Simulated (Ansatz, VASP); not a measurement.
Rb: VASP beside Ansatz

```
Rb
1.0
     4.54801    0.00000    0.00000
     0.00000    4.54801    0.00000
     0.00000    0.00000    4.54801
Rb
1
Direct
  0.00000 0.00000 0.00000
```

The cell was built by a generator and needn't be a form met in nature.

Alike in both runs: task relaxation of cell and atoms; functional revPBE; k mesh 7 × 7 × 7; occupations fermi-dirac, width 0.1 eV; no spin polarisation.

|  | VASP | Ansatz |
| --- | --- | --- |
| version | VASP 6.6.1 | Ansatz 0.2.0 |
| potentials or method | VASP PAW PBE potentials, release 64 (Rb_sv) | plane waves (420 eV) with PAW, scalar-relativistic |
| plane-wave cutoff (eV) | 600 | 420 |
| valence electrons in the cell | 9 | 9 |

Ansatz gave:

```
relaxed volume (Å³/atom)                                     : 107.79
relaxed cell length with the largest relative difference (Å) : 4.759
energy change over the relaxation (meV/atom)                 : -13
```

Q: Which values does VASP return?

A: Relaxed volume (Å³/atom): 107.73; relaxed cell length with the largest relative difference (Å): 4.758; energy change over the relaxation (meV/atom): -13.

Caveats: the PAW data sets were made with another functional, which shifts forces and pressure a little (VASP).
